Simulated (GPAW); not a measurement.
A run of GPAW 26.7.0:

File run.py:

```python
from ase import Atoms
from ase.eos import EquationOfState
from ase.io import Trajectory
from ase.units import GPa
from gpaw import GPAW, PW

atoms = Atoms(['Rh'],
              cell=[[0.0, 1.89785, 1.89785],
                    [1.89785, 0.0, 1.89785],
                    [1.89785, 1.89785, 0.0]],
              scaled_positions=[[0.0, 0.0, 0.0]],
              pbc=True)

traj = Trajectory('eos.traj', 'w')
volumes, energies = [], []
for x in [0.94, 0.96, 0.98, 1.0, 1.02, 1.04, 1.06]:
    a = atoms.copy()
    a.set_cell(atoms.cell * x**(1 / 3), scale_atoms=True)
    calc = GPAW(mode=PW(600),
                xc='MGGA_X_R2SCAN+MGGA_C_R2SCAN',
                kpts={'size': (12, 12, 12), 'gamma': True},
                occupations={'name': 'fermi-dirac', 'width': 0.05},
                nbands=16,
                convergence={'density': 1e-05, 'energy': 1e-05},
                maxiter=150,
                txt=f'eos-{x:.2f}.txt')
    a.calc = calc
    energies.append(a.get_potential_energy(force_consistent=True))
    volumes.append(a.get_volume())
    p = -a.get_stress()[:3].mean() / GPa
    calc.write(f'eos-{x:.2f}.gpw')
    traj.write(a)
    print(f'{x:.2f} {volumes[-1]:10.4f} A^3 {energies[-1]:14.6f} eV {p:9.3f} GPa', flush=True)

v0, e0, B = EquationOfState(volumes, energies, eos='birchmurnaghan').fit()
print(f'V0 = {v0:.4f} A^3, E0 = {e0:.6f} eV, B0 = {B / GPa:.2f} GPa')
```

Potentials or basis: GPAW PAW data sets (gpaw-data 1.2.1), pw.

Command:

```console
$ OMP_NUM_THREADS=1 python run.py
```

Hardware: 1 thread of Arm Neoverse N1 (shared host).

Task: Estimate the wall time of this run.

Result: Run time: 5.2 min on 1 thread of Arm Neoverse N1 (shared host), peak memory 0.63 GiB. Counts: scf iterations 70, plane waves 444, bands 16, k points 72.
